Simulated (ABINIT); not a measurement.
RbBr:

```
CELL_PARAMETERS angstrom
0.00000 3.42700 3.42700
3.42700 0.00000 3.42700
3.42700 3.42700 0.00000
ATOMIC_POSITIONS crystal
Rb 0.00000 0.00000 0.00000
Br 0.50000 0.50000 0.50000
```

Base run:

| Item | Value |
| --- | --- |
| Program | ABINIT 10.8.3 (patched build) |
| Functional | r2SCAN |
| Potentials or basis | Ansatz NC r2SCAN |
| Cutoff | 1007 eV |
| k mesh | 7 × 7 × 7 |
| Occupations | fermi-dirac, width 0.05 eV |
| Spin | no spin polarisation |

Its results: band gap on the k mesh 4.97 eV, direct; pressure 0.5 GPa.

Question: The run is repeated on the same cell with these changes: potentials or basis from Ansatz NC r2SCAN to JTH PAW PBE v2.0; cutoff from 1007 eV to 517 eV. What comes out?

Answer: Band gap on the k mesh 4.96 eV, direct; pressure 1.0 GPa.

Caveats: an odd mesh through Γ misses points on the zone boundary, where band edges often lie; the PAW data sets were made with another functional, which shifts forces and pressure a little (some runs).
